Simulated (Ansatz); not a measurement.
**SrHg3O4: what a guessed cell relaxes into**

Aim: relax a trial structure of SrHg3O4 and see where it ends, then test the end with a random kick.

Method: DFT PBE, scalar-relativistic, plane waves, PAW, in Ansatz 0.2.0.

### Step 1. The system as given

The structure is cubic, space group Pm-3m (No. 221). The conventional cell has a = 4.927 Å, b = 4.927 Å, c = 4.927 Å, α = 90.00°, β = 90.00°, γ = 90.00°. Sr (site symmetry m-3m) is surrounded by 6 O at 2.46 Å. Hg (site symmetry 4/mmm) is surrounded by 6 O at 2.46 Å. O (site symmetry 4/mmm) is surrounded by 2 Sr at 2.46 Å and 4 Hg at 2.46 Å. O (site symmetry m-3m) is surrounded by 6 Hg at 2.46 Å.

As a file:

```cif
data_structure
_symmetry_space_group_name_H-M 'Pm-3m'
_symmetry_Int_Tables_number 221
_cell_length_a 4.9268
_cell_length_b 4.9268
_cell_length_c 4.9268
_cell_angle_alpha 90.000
_cell_angle_beta 90.000
_cell_angle_gamma 90.000
_cell_volume 119.59
loop_
_atom_site_label
_atom_site_type_symbol
_atom_site_symmetry_multiplicity
_atom_site_Wyckoff_symbol
_atom_site_fract_x
_atom_site_fract_y
_atom_site_fract_z
_atom_site_occupancy
Sr1 Sr 1 a 0.00000 0.00000 0.00000 1
Hg1 Hg 3 c 0.00000 0.50000 0.50000 1
O1 O 3 d 0.50000 0.00000 0.00000 1
O2 O 1 b 0.50000 0.50000 0.50000 1
```

The cell is invented: species swapped into a database cell of Mg3VO4 (Pm-3m, No. 221), with Hg on the Mg sites and Sr on the V sites. The dimensions are guesses.

### Step 2. Probe: one point on a coarse mesh

File input.yaml:

```yaml
crystal:
  lattice:
    - [4.92683161, 0.0, 0.0]
    - [0.0, 4.92683161, 0.0]
    - [0.0, 0.0, 4.92683161]
  atoms:
    - { symbol: Sr, position: [0.0, 0.0, 0.0] }
    - { symbol: Hg, position: [0.0, 0.5, 0.5] }
    - { symbol: Hg, position: [0.5, 0.0, 0.5] }
    - { symbol: Hg, position: [0.5, 0.5, 0.0] }
    - { symbol: O, position: [0.5, 0.0, 0.0] }
    - { symbol: O, position: [0.5, 0.5, 0.5] }
    - { symbol: O, position: [0.0, 0.0, 0.5] }
    - { symbol: O, position: [0.0, 0.5, 0.0] }
basis:
  ecutwfc: 420
kpoints:
  mp_grid: { grid: [4, 4, 4] }
hamiltonian:
  xc: pbe
scf:
  occupations: { method: gaussian, width: 0.1 }
  lower_state_search: "off"
output:
  forces: true
  stress: true
  eigenvalues: true
```

Command:

```sh
$ ansatz run input.yaml --threads 1 --pin off --max-ram 2048MiB --backend cpu --events-out ev --progress --plain --runs-dir out
```

The session goes on with these runs: rough relaxation on the coarse mesh; final relaxation; reference for the kick test; random kick, then relaxation.

Q: Predict the outcome of this session. Wanted: conventional cell; volume; energy over the elements; gap on the mesh.

**Answer**, as computed:

```
                                                              quantity                                                                      value
                                symmetry at the end (tolerance 0.05 Å)                                                space group Pm-3m (No. 221)
                                                     conventional cell  a = 4.991 Å, b = 4.991 Å, c = 4.991 Å, α = 90.00°, β = 90.00°, γ = 90.00°
                                                                volume                                                              15.54 Å³/atom
energy over the elements (uncorrected; H, N, O, F and Cl as molecules)                                                              -0.81 eV/atom
                                                       gap on the mesh                                                               none (metal)
```

**Reading.** The space group Pm-3m (No. 221) is kept, and the volume per atom grows by 4.0 % from the first guess. It lies below the elements, which doesn't yet make it stable: competing phases were not computed in this session. It survived the kick, though modes of other wave vectors, which need another repeat, weren't probed. The runs treat Hg without spin-orbit coupling.
